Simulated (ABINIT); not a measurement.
Here is an ABINIT 10.8.3 (patched build) calculation.

File run.abi:

```
ndtset 3

pp_dirpath "./"
pseudos "Te.upf, Sn.upf"

acell 3*1.0
rprim
     0.0000000000     6.6155923722     6.6155923722
     6.6155923722     0.0000000000     6.6155923722
     6.6155923722     6.6155923722     0.0000000000
ntypat 2
znucl 52 50
natom 2
typat 1 2
chkprim 0
chksymtnons 0
tolsym 1.0e-6
xred
            1/4            1/4            1/4
            0.0            0.0            0.0

ecut 1088.455450 eV
ecutsm 0.5

ngkpt 6 6 6
nshiftk 4
shiftk
     0.5000000000     0.5000000000     0.5000000000
     0.5000000000     0.0000000000     0.0000000000
     0.0000000000     0.5000000000     0.0000000000
     0.0000000000     0.0000000000     0.5000000000
istwfk *1

ixc 7

occopt 3
tsmear 0.00183747

nstep 80

iomode 3
prteig 0
prtebands 0

nband1 19
tolvrs1 1.0e-12
prtden1 1
prtwf1 0
kptopt1 1

iscf2 -3
getden2 1
nband2 27
nbdbuf2 4
tolwfr2 1.0e-12
nstep2 120
prtden2 0
kptopt2 1

optdriver3 8
wfk_task3 "wfk_optics_fullbz"
getwfk3 2
nband3 23
kptopt3 1
prtevk3 1
inclvkb3 2
```

Contents of optic.abi:

```
&FILES
 ddkfile_1 = 'runo_DS3_1_EVK.nc',
 ddkfile_2 = 'runo_DS3_2_EVK.nc',
 ddkfile_3 = 'runo_DS3_3_EVK.nc',
 wfkfile = 'runo_DS3_WFK.nc'
/
&PARAMETERS
 broadening = 0.001837,
 domega = 0.002,
 maxomega = 0.8,
 scissor = 0.000000,
 tolerance = 0.002
/
&COMPUTATIONS
 num_lin_comp = 1,
 lin_comp = 11,
 num_nonlin_comp = 0
/
```

Potentials or basis: PseudoDojo NC SR LDA v0.4.1 standard.

Command:

```console
$ abinit run.abi > log 2>&1
$ optic optic.abi > optic.log 2>&1
```

**Question.** What does it give for the pressure?

**Answer.** 0.0 GPa.

Dielectric function (mean over the directions given):
```tsv
energy (eV)	real part	imaginary part
0.33	17.63	0.32
1.31	9.74	16.07
2.29	1.00	9.94
3.37	7.81	20.57
4.35	-5.53	8.48
5.44	-2.70	3.84
6.42	-2.22	3.18
7.51	-2.11	1.78
8.49	-1.43	1.27
9.58	-0.79	1.07
10.56	-0.65	0.88
11.65	-0.41	0.43
12.63	-0.33	0.55
13.71	-0.09	0.46
14.69	0.03	0.25
15.78	0.21	0.10
16.76	0.35	0.05
17.85	0.48	0.03
18.83	0.57	0.02
19.92	0.66	0.01
```

Caveat: the intraband (Drude) term is left out; spectra need much finer meshes, so this one isn't converged; independent-particle spectra lack excitons. The run has no spin-orbit coupling, so splittings on Te are missing.
